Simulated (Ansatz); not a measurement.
**Point defect: N interstitial in AlN**

Level of theory: DFT PBE, scalar-relativistic, plane waves, PAW (Ansatz 0.2.0). Settings: 420 eV cutoff, 2×2×2 k-mesh, shifted by half a step, Gaussian smearing of 0.01 eV, collinear spin in charge 0, -2 alone.

Host crystal, relaxed:

```
Al N
1.0
     0.00000    2.20159    2.20159
     2.20159    0.00000    2.20159
     2.20159    2.20159    0.00000
Al N
1 1
Cartesian
  0.0000 0.0000 0.0000
  3.3024 3.3024 3.3024
```

Supercell of 32 atoms, rows in host cell vectors: -1 3 -1; 3 -1 -1; -1 -1 -1. Atoms relax at the host's cell from a start displaced at random by 0.06 Å near the defect, so other minima may exist. The cell is small, so energies carry finite-size errors of tenths of an eV. The host's Kohn–Sham gap is 3.31 eV. Atoms are taken from and returned to the elements' standard states. Charged cells are corrected for image charges with the computed static dielectric tensor (mean 8.7) and aligned with the host's potential at far atoms (alignment terms reach 0.78 eV; the program doubts the alignment in some charges, where it is up to 0.78 eV). No band-filling term is added, and the Fermi level counts from the host's valence band top.

Defect: N interstitial at (0.500, 0.500, 0.500) of the host cell.

Question: What is the formation energy of the neutral defect?

Answer: 9.07 eV.

Question: Does the neutral defect carry a moment, and how do its surroundings relax?

Answer: It changes the cell's moment by 3.00 μB. The nearest neighbours before are 4 N at 1.91 Å, 6 Al at 2.20 Å; after relaxation the atoms near the site are 4 N at 2.11 Å, 6 Al at 2.19 Å; the largest move is 0.20 Å.

Question: Charges 0, -1, -2 were computed. Which is stable where in the gap?

Answer: Among the charges computed the stable one is -1 at the valence band top and stays so across the gap. In charge -2 the extra carrier would gain by moving to a band edge of the host, so it isn't bound in the gap. In charge -2 the cell has partly filled bands: a level of the defect may be part filled, the carrier may sit in the host's bands, or levels may cross between the k points, so transitions that involve it are doubtful. Other sites of the defect weren't tried. Levels between neighbouring charges: (0/-1) -1.94 eV, (-1/-2) 4.64 eV.